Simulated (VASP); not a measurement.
# GaN (P6_3mc) in VASP: further runs

The runs below take GaN through relaxation of cell and atoms, with PBE.

Program: VASP 6.6.1. These are calculated values, not measurements. Logs are shortened: lines on timing, memory, paths and dates and some standing lists are left out, and cuts for length are marked.

### 1 Starting point

Symmetry: P6_3mc, No. 186, hexagonal system. Conventional cell: a = 3.180 Å, b = 3.180 Å, c = 5.166 Å, α = 90.00°, β = 90.00°, γ = 120.00°. Ga (site symmetry 3m) has 4 N at 1.94 to 1.95 Å as nearest neighbours. N (site symmetry 3m) is surrounded by 4 Ga at 1.94 to 1.95 Å.

### 2 Relaxation of cell and atoms, PBE

The input, INCAR:

```
SYSTEM = GaN
ALGO     = Normal         ! electronic algorithm
EDIFF    = 1E-6           ! SCF threshold, eV
EDIFFG   = -0.01          ! ionic threshold
ENCUT    = 600            ! plane-wave cutoff, eV
GGA      = PE             ! functional
IBRION   = 2              ! ionic algorithm
ISIF     = 3              ! what is computed and relaxed
ISMEAR   = 0              ! smearing method
KPAR     = 4            
LASPH    = .True.         ! aspherical terms in the spheres
LCHARG   = .False.        ! write CHGCAR
LREAL    = .False.        ! projectors in reciprocal space
LWAVE    = .False.        ! write WAVECAR
NELM     = 80             ! most SCF steps
NSW      = 90             ! ionic steps
PREC     = Accurate       ! precision mode
SIGMA    = 0.03           ! smearing width, eV
```

The input, KPOINTS:

```
k-points
0
Gamma
  12 12 5
  0 0 0
```

The input, POSCAR:

```
GaN
1.0
    3.1800000000      0.0000000000      0.0000000000
   -1.5900000000      2.7539607800      0.0000000000
    0.0000000000      0.0000000000      5.1660000000
Ga N
2 2
Direct
    0.3333333300      0.6666666700      0.0000000000
    0.6666666700      0.3333333300      0.5000000000
    0.3333333300      0.6666666700      0.3750000000
    0.6666666700      0.3333333300      0.8750000000
```

Potentials or basis: VASP PAW PBE potentials, release 64 (Ga_d, N).

Launch:

```sh
cat potpaw_PBE.64/Ga_d/POTCAR potpaw_PBE.64/N/POTCAR > POTCAR
mpirun -np 4 vasp_std > vasp.out
```

OUTCAR:

```text
SYSTEM = GaN
   EDIFF = 1E-6
   EDIFFG = -0.01
   ENCUT = 600
   GGA = PE
   IBRION = 2
   ISIF = 3
   ISMEAR = 0
   LASPH = .True.
   LREAL = .False.
   NELM = 80
   NSW = 90
   PREC = Accurate

 ion  position               nearest neighbor table
   1  0.333  0.667  0.000-   3 1.94   4 1.95   4 1.95   4 1.95
   2  0.667  0.333  0.500-   4 1.94   3 1.95   3 1.95   3 1.95
   3  0.333  0.667  0.375-   1 1.94   2 1.95   2 1.95   2 1.95
   4  0.667  0.333  0.875-   2 1.94   1 1.95   1 1.95   1 1.95

  LATTYP: Found a hexagonal cell.
 ALAT       =     3.1800000000
 C/A-ratio  =     1.6245283019

  Lattice vectors:

 A1 = (   3.1800000000,   0.0000000000,   0.0000000000)
 A2 = (  -1.5900000000,   2.7539607800,   0.0000000000)
 A3 = (   0.0000000000,   0.0000000000,   5.1660000000)

Analysis of symmetry for initial positions (statically):
=====================================================================
 Subroutine PRICEL returns:
 Original cell was already a primitive cell.

 Routine SETGRP: Setting up the symmetry group for a
 hexagonal supercell.

 Subroutine GETGRP returns: Found 12 space group operations
 (whereof  6 operations were pure point group operations)
 out of a pool of 24 trial point group operations.

The static configuration has the point symmetry C_3v.
 The point group associated with its full space group is C_6v.

Analysis of symmetry for dynamics (positions and initial velocities):
=====================================================================
 Subroutine PRICEL returns:
 Original cell was already a primitive cell.

 Routine SETGRP: Setting up the symmetry group for a
 hexagonal supercell.

 Subroutine GETGRP returns: Found 12 space group operations
 (whereof  6 operations were pure point group operations)
 out of a pool of 24 trial point group operations.

The dynamic configuration has the point symmetry C_3v.
 The point group associated with its full space group is C_6v.

 Subroutine INISYM returns: Found 12 space group operations
 (whereof  6 operations are pure point group operations),
 and found     1 'primitive' translations

----------------------------------------------------------------------------------------

                                     Primitive cell

  volume of cell :      45.2417

  direct lattice vectors                    reciprocal lattice vectors
     3.180000000  0.000000000  0.000000000     0.314465409  0.181556689  0.000000000
    -1.590000000  2.753960780  0.000000000     0.000000000  0.363113377  0.000000000
     0.000000000  0.000000000  5.166000000     0.000000000  0.000000000  0.193573364

  length of vectors
     3.180000000  3.179999997  5.166000000     0.363113377  0.363113377  0.193573364

  position of ions in fractional coordinates (direct lattice)
     0.333333330  0.666666670  0.000000000
     0.666666670  0.333333330  0.500000000
     0.333333330  0.666666670  0.375000000
     0.666666670  0.333333330  0.875000000

  ion indices of the primitive-cell ions
   primitive index   ion index
                 1           1
                 2           2
                 3           3
                 4           4

----------------------------------------------------------------------------------------

 KPOINTS: k-points

Automatic generation of k-mesh.
 Grid dimensions read from file:
 generate k-points for:   12   12    5

 Generating k-lattice:

  Cartesian coordinates                     Fractional coordinates (reciprocal lattice)
     0.026205451  0.015129724  0.000000000     0.083333333  0.000000000  0.000000000
     0.000000000  0.030259448  0.000000000     0.000000000  0.083333333  0.000000000
     0.000000000  0.000000000  0.038714673     0.000000000  0.000000000  0.200000000

  Length of vectors
     0.030259448  0.030259448  0.038714673

  Shift w.r.t. Gamma in fractional coordinates (k-lattice)
     0.000000000  0.000000000  0.000000000

 Subroutine IBZKPT returns following result:
 ===========================================

 Found     57 irreducible k-points:

 Following reciprocal coordinates:
            Coordinates               Weight
  0.000000  0.000000  0.000000      1.000000
  0.083333  0.000000  0.000000      6.000000
  0.166667 -0.000000  0.000000      6.000000
  0.250000  0.000000  0.000000      6.000000
  0.333333  0.000000  0.000000      6.000000
  0.416667 -0.000000  0.000000      6.000000
[... 16 lines left out ...]
  0.250000  0.000000  0.200000     12.000000
  0.333333  0.000000  0.200000     12.000000
 [... further k-points ...]
   k-points           NKPTS =     57   k-points in BZ     NKDIM =     57   number of bands    NBANDS=     22
   number of dos      NEDOS =    301   number of ions     NIONS =      4
   total plane-waves  NPLWV =  32928
   dimension x,y,z NGX =    28 NGY =   28 NGZ =   42
   dimension x,y,z NGXF=    56 NGYF=   56 NGZF=   84
   ions per type =               2   2
   NGX,Y,Z   is equivalent  to a cutoff of  14.64, 14.64, 13.52 a.u.
   NGXF,Y,Z  is equivalent  to a cutoff of  29.28, 29.28, 27.03 a.u.
 SYSTEM =  GaN
   PREC   = accura    normal or accurate (medium, high low for compatibility)
   ISTART =      0    job   : 0-new  1-cont  2-samecut
   ICHARG =      2    charge: 1-file 2-atom 10-const
   ISPIN  =      1    spin polarized calculation?
   LNONCOLLINEAR =      F non collinear calculations
   LSORBIT =      F    spin-orbit coupling
   LASPH  =      T    aspherical Exc in radial PAW
   ENCUT  =  600.0 eV  44.10 Ry    6.64 a.u.   6.35  6.35 10.32*2*pi/ulx,y,z
   NELM   =     80;   NELMIN=  2; NELMDL= -5     # of ELM steps
   EDIFF  = 0.1E-05   stopping-criterion for ELM
   LREAL  =      F    real-space projection
   EDIFFG = -.1E-01   stopping-criterion for IOM
   NSW    =     90    number of steps for IOM
   IBRION =      2    ionic relax: 0-MD 1-quasi-New 2-CG
   NFREE  =      1    steps in history (QN), initial steepest desc. (CG)
   ISIF   =      3    stress and relaxation
   ISYM   =      2    0-nonsym 1-usesym 2-fastsym
   POTIM  = 0.5000    time-step for ionic-motion
   TEBEG  =    0.0;   TEEND  =   0.0 temperature during run
   PSTRESS=    0.0 pullay stress
   NELECT =      36.0000    total number of electrons
   NUPDOWN=      -1.0000    fix difference up-down
   EMIN   =  10.00;   EMAX   =-10.00  energy-range for DOS
   EFERMI =   0.00;   METHOD = LEGACY
   ISMEAR =     0;   SIGMA  =   0.03  broadening in eV -4-tet -1-fermi 0-gaus
   EFERMI_NEDOS =   21; number of points for ismear=-14 and -15
   IALGO  =     38    algorithm
   IMIX   =      4    mixing-type and parameters
     AMIX     =   0.40;   BMIX     =  1.00
     AMIX_MAG =   1.60;   BMIX_MAG =  1.00
  volume/ion in A,a.u.               =      11.31        76.33
  Fermi-wavevector in a.u.,A,eV,Ry     =   1.517036  2.866782 31.312427  2.301398
  Thomas-Fermi vector in A             =   2.626345
   LORBIT       =      0    0 simple, 1 ext, 2 COOP (PROOUT), +10 PAW based schemes
   GGA     = PE    functional components
   LHFCALC =     F    Hartree Fock is set to
   AEXX    =    0.0000 exact exchange contribution
   IVDW    =     0    specifies the selected vdW correction
   LEPSILON=     F    determine dielectric tensor
   LRPA    =     F    only Hartree local field effects (RPA)
 conjugate gradient relaxation of ions
 non-spin polarized calculation
 Gauss-broadening in eV      SIGMA  =   0.03
  energy-cutoff  :      600.00
  volume of cell :       45.24
 maximum number of plane-waves:      1529
 NGX is ok and might be reduce to    28
   NGX = 13   NGY = 13   NGZ = 21

--------------------------------------- Ionic step        1  -------------------------------------------

 number of electron      35.9999995 magnetization

 Free energy of the ion-electron system (eV)
  ---------------------------------------------------
  ext. energy  EPLUGINS =         0.00000000
  ---------------------------------------------------
  free energy    TOTEN  =       -24.28804522 eV

  energy without entropy =      -24.28804522  energy(sigma->0) =      -24.28804522

------------------------ aborting loop because EDIFF is reached ----------------------------------------

  FORCE on cell =-STRESS in cart. coord.  units (eV):
  Direction    XX          YY          ZZ          XY          YZ          ZX
  --------------------------------------------------------------------------------------
  -------------------------------------------------------------------------------------
  Total        1.8205707      1.8205707      2.4334246      0.0000000      0.0000000     -0.0000000
  in kB       64.4731458     64.4731457     86.1765710      0.0000000      0.0000000     -0.0000000
  external PRESSURE =      71.7076208 kB  Pullay stress =       0.0000000 kB
[... 137 lines left out ...]
  energy  without entropy=      -24.3282686280  energy(sigma->0) =      -24.32826863

--------------------------------------- Ionic step        5  -------------------------------------------

 number of electron      36.0000002 magnetization

 Free energy of the ion-electron system (eV)
  ---------------------------------------------------
  ext. energy  EPLUGINS =         0.00000000
  ---------------------------------------------------
  free energy    TOTEN  =       -24.32829580 eV

  energy without entropy =      -24.32829580  energy(sigma->0) =      -24.32829580

 E-fermi :   5.1958     XC(G=0): -11.5190

 val. band max:        5.0178106539   @ k =   0.0000   0.0000   0.0000
 cond. band min:       6.7357143182   @ k =   0.0000   0.0000   0.0000
 fundamental gap:      1.7179036644
 Fermi energy:         5.1957531983

 k-point     1 :       0.0000    0.0000    0.0000
  band No.  band energies     occupation
      1     -10.7255      2.00000
      2      -9.8997      2.00000
      3      -8.4056      2.00000
      4      -8.3906      2.00000
      5      -8.3906      2.00000
      6      -8.3347      2.00000
[... 574 lines left out ...]
      6      -8.2068      2.00000
[... 14 lines left out ...]
     21      11.9650      0.00000
     22      13.0427      0.00000

 [... further k-points ...]

------------------------ aborting loop because EDIFF is reached ----------------------------------------

  FORCE on cell =-STRESS in cart. coord.  units (eV):
  Direction    XX          YY          ZZ          XY          YZ          ZX
  --------------------------------------------------------------------------------------
  -------------------------------------------------------------------------------------
  Total        0.0276252      0.0276252      0.0264716      0.0000000     -0.0000000     -0.0000000
  in kB        0.9417264      0.9417264      0.9023994      0.0000000     -0.0000000     -0.0000000
  external PRESSURE =       0.9286174 kB  Pullay stress =       0.0000000 kB
[... 19 lines left out ...]
  FREE ENERGIE OF THE ION-ELECTRON SYSTEM (eV)
  ---------------------------------------------------
  free  energy   TOTEN  =       -24.3282957977 eV

  energy  without entropy=      -24.3282957977  energy(sigma->0) =      -24.32829580

 reached required accuracy - stopping structural energy minimisation
```

Run time: 64 s. Hardware: 4 MPI ranks of Intel Xeon 6975P-C (Granite Rapids), shared host; peak memory 0.21 GiB.

Results:

| Property | Result |
| --- | --- |
| Free energy | -24.3283 eV |
| Relaxed volume | 11.75 Å³/atom |
| Relaxed cell | a = 3.217 Å, b = 3.217 Å, c = 5.243 Å, α = 90.00°, β = 90.00°, γ = 120.00° |
| Space group after relaxing (to 0.05 Å) | P6_3mc (No. 186) |
| Energy gained by relaxing | 10.1 meV/atom |
| Ionic steps | 5 |
| Pressure after relaxing | 0.1 GPa |
| Largest force after relaxing | 0.007 eV/Å |
| Band gap on the k mesh | 1.72 eV, direct |

Forces in eV/Å, atoms in the order of the input:
```
Ga   0.000  0.000 -0.007
Ga   0.000  0.000 -0.007
N    0.000  0.000  0.007
N    0.000  0.000  0.007
```

The path:
```
step  energy change (eV)  largest force (eV/Å)  pressure (GPa)  volume (Å³)
   1              0.0000                0.1346            7.17        45.24
   2             -0.0118                0.0620           -5.27        48.64
   3             -0.0402                0.0105           -0.03        47.03
   4             -0.0402                0.0127            0.13        47.00
   5             -0.0403                0.0073            0.09        47.00
```

Final structure:
```yaml
crystal:
  lattice:
    - [3.21715, 0.00000, 0.00000]
    - [-1.60857, 2.78613, 0.00000]
    - [0.00000, 0.00000, 5.24347]
  atoms:
    - { symbol: Ga, position: [0.33333, 0.66667, 0.99924] }
    - { symbol: Ga, position: [0.66667, 0.33333, 0.49924] }
    - { symbol: N, position: [0.33333, 0.66667, 0.37576] }
    - { symbol: N, position: [0.66667, 0.33333, 0.87576] }
```

Levels at points of the mesh, in eV from the valence-band top:
```
           k point  band 14  band 15  band 16  band 17  band 18  band 19  band 20  band 21  band 22
(0.00, 0.00, 0.00)    -1.00    -1.00    -0.04     0.00     0.00     1.72     4.07     9.02     9.73
(0.50, 0.00, 0.00)    -5.19    -4.07    -2.64    -2.12    -0.96     4.99     5.38     5.97     8.35
```

As with any semilocal functional, this PBE gap is likely too small. Zero-point motion and thermal expansion aren't in these numbers.

### 3 Relaxation of cell and atoms, PBE

This run uses another cell than the first one, of 11.75 Å³/atom, 1.039 times its volume.

Changes to INCAR since step 2:

```diff
@@ -2,4 +2,4 @@
 ALGO     = Normal         ! electronic algorithm
-EDIFF    = 1E-6           ! SCF threshold, eV
-EDIFFG   = -0.01          ! ionic threshold
+EDIFF    = 1E-7           ! SCF threshold, eV
+EDIFFG   = -0.005         ! ionic threshold
 ENCUT    = 600            ! plane-wave cutoff, eV
```

KPOINTS is that of step 2.

The input, POSCAR:

```
GaN                                     
1.0
    3.2171485817     -0.0000000000     -0.0000000000
   -1.6085742908      2.7861323953      0.0000000000
    0.0000000000      0.0000000000      5.2434746827
  Ga              N             
     2     2
Direct
     0.3333333300000021    0.6666666699999979    0.9992400822020462
     0.6666666699999979    0.3333333300000021    0.4992400822020461
     0.3333333300000021    0.6666666699999979    0.3757599177979539
     0.6666666699999979    0.3333333300000021    0.8757599177979538
```

Potentials or basis: VASP PAW PBE potentials, release 64 (Ga_d, N).

Launch:

```sh
cat potpaw_PBE.64/Ga_d/POTCAR potpaw_PBE.64/N/POTCAR > POTCAR
mpirun -np 4 vasp_std > vasp.out
```

Wall time 39 s (4 MPI ranks of Intel Xeon 6975P-C (Granite Rapids), shared host); peak memory 0.22 GiB.

The run converged. Its results:

| Item | Value |
| --- | --- |
| Free energy | -24.3308 eV |
| Relaxed volume | 11.76 Å³/atom |
| Relaxed cell | a = 3.218 Å, b = 3.218 Å, c = 5.244 Å, α = 90.00°, β = 90.00°, γ = 120.00° |
| Space group after relaxing (to 0.05 Å) | P6_3mc (No. 186) |
| Energy gained by relaxing | 0.0 meV/atom |
| Ionic steps | 3 |
| Pressure after relaxing | 0.0 GPa |
| Band gap on the k mesh | 1.72 eV, direct |

Forces on the atoms (eV/Å):
```
Ga   0.000  0.000 -0.002
Ga   0.000  0.000 -0.002
N    0.000  0.000  0.002
N    0.000  0.000  0.002
```

Final structure:
```
Ga N
1.0
     3.21773    0.00000    0.00000
    -1.60886    2.78663    0.00000
     0.00000    0.00000    5.24405
Ga N
2 2
Direct
  0.33333 0.66667 0.99919
  0.66667 0.33333 0.49919
  0.33333 0.66667 0.37581
  0.66667 0.33333 0.87581
```

Levels at points of the mesh, in eV from the valence-band top:
| k point | band 15 | band 16 | band 17 | band 18 | band 19 | band 20 | band 21 | band 22 |
| --- | --- | --- | --- | --- | --- | --- | --- | --- |
| (0.00, 0.00, 0.00) | -1.00 | -0.04 | 0.00 | 0.00 | 1.72 | 4.07 | 9.02 | 9.73 |
| (0.50, 0.00, 0.00) | -4.07 | -2.64 | -2.12 | -0.96 | 4.98 | 5.37 | 5.98 | 8.35 |
